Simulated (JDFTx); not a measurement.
Sb under changes of volume

One of the cells (31.554 Å³/atom); the others are scaled copies at fixed shape and fractional positions:

```
Sb
1.0
     3.16000    0.00000    0.00000
     0.00000    3.16000    0.00000
     0.00000    0.00000    3.16000
Sb
1
Cartesian
  0.0000 0.0000 0.0000
```

This isn't the form of Sb at room conditions, which is rhombohedral.

```yaml
Program: JDFTx 1.7.0 (patched build)
Functional: PBE
Potentials_or_basis: PseudoDojo-SR-PBE-0.5-standard
Cutoff: 1088 eV
Density_cutoff: 4354 eV
k_mesh: 8 × 8 × 8
Occupations: fermi-dirac, width 0.05 eV
Spin: no spin polarisation
```

| volume (Å³/atom) | energy over the lowest point (meV/atom) | pressure (GPa) |
| --- | --- | --- |
| 29.661 | 1.89 | 1.0 |
| 30.292 | 0.00 | -0.2 |
| 30.923 | 2.76 | -1.3 |
| 31.554 | 9.64 | -2.3 |
| 32.186 | 20.17 | -3.2 |
| 32.817 | ? | ? |
| 33.448 | 50.66 | -4.6 |

What does the run at 32.817 Å³/atom give?

Energy over the lowest point 33.98 meV/atom; pressure -4.0 GPa.

Worked out: A Birch-Murnaghan fit of order 3 (a polynomial in V^(-2/3)) to the other rows has its minimum at 30.22 Å³/atom with B0 = V·E''(V) = 57 GPa and B' = 4.6. It gives 33.97 meV/atom at 32.817 Å³/atom, against the run's 33.98, and -dE/dV = -3.9 GPa, against -4.0.

Energies are extrapolated to zero smearing.
